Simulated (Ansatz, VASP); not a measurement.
**Ti in VASP and in Ansatz**

```
Ti
1.0
     2.97921    0.00000    0.00000
    -1.48960    2.58007    0.00000
     0.00000    0.00000    4.73240
Ti
2
Direct
  0.33333 0.66667 0.25000
  0.66667 0.33333 0.75000
```

Change from the starting cell: volume scaled by 1.03, PAW files.

Alike in both runs: task electric field gradients; functional PBE; k mesh 13 × 13 × 7; occupations fermi-dirac, width 0.08 eV; no spin polarisation.

|  | VASP | Ansatz |
| --- | --- | --- |
| version | VASP 6.6.1 | Ansatz 0.2.0 |
| potentials or method | VASP PAW PBE potentials, release 64 (Ti_sv) | PAW with Ansatz's default frozen-core files, scalar-relativistic |
| plane-wave cutoff (eV) | 520 | 420 |
| valence electrons in the cell | 24 | 24 |

```tsv
	VASP	Ansatz	Ansatz less VASP
pressure (GPa)	-4.7	-4.5	+0.21
largest component of the traceless stress (GPa)	0.29	0.29	-0.002
Vzz of the field gradient on the site that differs most (V/Å²)	15.3	17.0	+1.75
```

With one functional, cell and mesh, what is left measures potentials, basis and numerics.
